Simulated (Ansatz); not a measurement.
Compressing TiAl₃

All numbers below come from DFT PBEsol, scalar-relativistic, plane waves, PAW in Ansatz 0.2.0. Run with 420 eV cutoff, 10×10×10 k-mesh, Gaussian smearing of 0.10 eV, no spin polarisation.

The relaxed crystal:

```
CELL_PARAMETERS angstrom
3.94834 0.00000 0.00000
0.00000 3.94834 0.00000
0.00000 0.00000 3.94834
ATOMIC_POSITIONS crystal
Ti 0.00000 0.00000 0.00000
Al 0.50000 0.50000 0.00000
Al 0.50000 0.00000 0.50000
Al 0.00000 0.50000 0.50000
```

Cell and atoms are relaxed at each pressure within the symmetry of the start, at zero temperature, so transitions that lower the symmetry aren't seen. The k-mesh given is that at zero pressure and may differ at others. a, b and c are the lengths of the cell vectors above.

| P (GPa) | V (Å³/atom) | V/V0 | a (Å) | b (Å) | c (Å) |
| --- | --- | --- | --- | --- | --- |
| -1 | 15.54 | 1.010 | 3.961 | 3.961 | 3.961 |
| 0 | 15.39 | 1.000 | 3.948 | 3.948 | 3.948 |
| 1 | 15.26 | 0.992 | 3.937 | 3.937 | 3.937 |
| 4 | 14.88 | 0.967 | 3.904 | 3.904 | 3.904 |
| 12 | 14.07 | 0.915 | 3.833 | 3.833 | 3.833 |
| 25 | 13.09 | 0.851 | 3.741 | 3.741 | 3.741 |
| 50 | 11.81 | 0.767 | 3.615 | 3.615 | 3.615 |
| 90 | 10.50 | 0.683 | 3.476 | 3.476 | 3.476 |

Task: What bulk modulus and pressure derivative fit these points?

Result: A third-order Birch–Murnaghan fit gives B0 = 113 GPa and B0' = 3.8.

This form isn't the usual stable structure of the compound.